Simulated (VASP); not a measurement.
Write the native input for VASP 6.6.1 that does the following.

| Property | Result |
| --- | --- |
| Task | single point |
| Functional | PBEsol |
| Potentials or basis | VASP PAW PBE potentials, release 64 (Pb_d) |
| Cutoff | 700 eV |
| k mesh | 14 × 14 × 14 |
| Occupations | gaussian, width 0.1 eV |
| Spin | no spin polarisation |
| Further INCAR settings | ALGO = Normal; EDIFF = 1e-06; NBANDS = 13 |

The structure of Pb lies in POSCAR:

```
Pb
1.0
    0.0000000000      2.4673600000      2.4673600000
    2.4673600000      0.0000000000      2.4673600000
    2.4673600000      2.4673600000      0.0000000000
Pb
1
Direct
    0.0000000000      0.0000000000      0.0000000000
```

The input as run:

INCAR

```
SYSTEM = Pb
PREC     = Accurate       ! precision mode
ENCUT    = 700            ! plane-wave cutoff, eV
EDIFF    = 1E-6           ! SCF threshold, eV
ISMEAR   = 0              ! smearing method
SIGMA    = 0.1            ! smearing width, eV
LREAL    = .FALSE.        ! projectors in reciprocal space
LASPH    = .TRUE.         ! aspherical terms in the spheres
NELM     = 60             ! most SCF steps
ALGO     = Normal         ! electronic algorithm
ISIF     = 2              ! what is computed and relaxed
LWAVE    = .FALSE.        ! write WAVECAR
LCHARG   = .TRUE.         ! write CHGCAR
GGA      = PS             ! functional
LELF     = .TRUE.         ! ELF
LVHAR    = .TRUE.       
NBANDS   = 13             ! bands
```

KPOINTS

```
regular mesh
0
G
  14 14 14
  0 0 0
```

Potentials or basis: VASP PAW PBE potentials, release 64 (Pb_d).

Run with:

```console
$ cat potpaw_PBE.64/Pb_d/POTCAR > POTCAR
$ mpirun -np 1 vasp_std > vasp.out
```

Results of the run:

```json
{
 "Pressure": "0.0 GPa",
 "Band gap on the k mesh": "none (metal or under the smearing width)"
}
```

Caveat: the PAW data sets were made with another functional, which shifts forces and pressure a little.

It took 63 s on 1 thread of Intel(R) Xeon(R) Platinum 8488C (Sapphire Rapids), on a shared host, peak memory 0.2 GiB.
